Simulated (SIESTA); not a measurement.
## Cs2AgBiBr6 under changes of volume

One of the cells (36.136 Å³/atom); the others are scaled copies at fixed shape and fractional positions:

```
Bi Cs Ag Br
1.0
     0.00000    5.65329    5.65329
     5.65329    0.00000    5.65329
     5.65329    5.65329    0.00000
Bi Cs Ag Br
1 2 1 6
Cartesian
  0.0000 0.0000 0.0000
  8.4799 8.4799 8.4799
  2.8266 2.8266 2.8266
  5.6533 5.6533 5.6533
  5.6533 5.6533 8.4737
  5.6533 5.6533 2.8329
  2.8329 5.6533 5.6533
  5.6533 8.4737 5.6533
  8.4737 5.6533 5.6533
  5.6533 2.8329 5.6533
```

```yaml
Program: SIESTA 5.4.2
Functional: PBE
Potentials_or_basis: PseudoDojo 0.4 standard (PBE files)
Basis: DZP (energy shift 0.003 Ry; two zetas on semicore shells; d shell added on Cs)
Grid_cutoff: 800 Ry
Energy_shift: 0.003 Ry
k_mesh: 4 × 4 × 4
Occupations: fermi-dirac, width 0.05 eV
Spin: no spin polarisation
```

```csv
volume (Å³/atom),energy over the lowest point (meV/atom),pressure (GPa),gap on the mesh (eV),largest force (eV/Å)
33.301,60.74,4.6,1.22,0.694
34.010,42.47,3.7,1.25,0.603
34.718,27.93,2.9,1.28,0.516
36.136,8.55,1.5,1.34,0.360
36.844,?,?,?,?
37.553,0.00,0.4,1.38,0.222
```

Q: What does the run at 36.844 Å³/atom give?

A: Energy over the lowest point 3.07 meV/atom; pressure 1.0 GPa; gap on the mesh 1.36 eV; largest force 0.290 eV/Å.

Worked out: A Birch-Murnaghan fit of order 3 (a polynomial in V^(-2/3)) to the other rows has its minimum at 38.21 Å³/atom, just outside them, with B0 = V·E''(V) = 24 GPa and B' = 4.7 at fixed shape and positions, which overstates the stiffness. It gives 3.06 meV/atom at 36.844 Å³/atom, against the run's 3.07, and -dE/dV = 1.0 GPa, against 1.0. A straight line through the other rows of the gap, of slope 1.35 eV per unit of ln V, gives 1.36 eV, against the run's 1.36.

Energies are extrapolated to zero smearing.

Caveats: short orbitals over semicore shells can move pressures by several GPa; spin-orbit coupling is left out, which as a rule narrows the gap of such compounds by several tenths of an eV; the basis of atomic orbitals isn't converged, which shifts pressures, moduli and gaps.

A mesh can miss the band edges.
